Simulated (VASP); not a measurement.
Input of a VASP 6.6.1 run:

Contents of INCAR:

```
PREC = Accurate
ENCUT = 500
EDIFF = 1E-6
ISMEAR = 0
SIGMA = 0.01
LREAL = False
LASPH = True
NELM = 120
ALGO = Normal
ISIF = 2
LWAVE = False
LCHARG = False
GGA = PS
NBANDS = 16
GGA_COMPAT = False
```

The input KPOINTS:

```
regular mesh
0
Gamma
  6 6 6
```

Contents of POSCAR:

```
GaSb
1.0
    0.0000000000      3.0176570942      3.0176570942
    3.0176570942      0.0000000000      3.0176570942
    3.0176570942      3.0176570942      0.0000000000
Ga Sb
1 1
Direct
    0.0000000000      0.0000000000      0.0000000000
    0.2500000000      0.2500000000      0.2500000000
```

Potentials or basis: VASP PAW PBE potentials, release 64 (Ga_d, Sb).

Run with:

```bash
$ cat potpaw_PBE.64/Ga_d/POTCAR potpaw_PBE.64/Sb/POTCAR > POTCAR
$ mpirun -np 1 vasp_std > vasp.out
```

(1) What does it give for the band gap on the k mesh?

(2) What does it give for the pressure?

## Answers

(1) 0.28 eV, direct.

(2) 2.2 GPa.

Caveat: the PAW data sets were made with another functional, which shifts forces and pressure a little; spin-orbit coupling is left out, which moves the levels of the heavy elements.

**The experiment to reproduce.**

From a printed reference work, data compilation, for a bulk crystal of GaSb at 4.2 K: band gap 0.811 eV (direct).

Measured gap of GaSb: 0.811 eV (direct; 4.2 K; a printed reference work, data compilation). This calculation gives 0.28 eV (-0.53 eV). Spin-orbit coupling on Ga, Sb is left out. The value is that of PBEsol on a finite k mesh, which can miss the band edges, without temperature or zero-point motion. Semilocal functionals fall short of measured gaps as a rule.
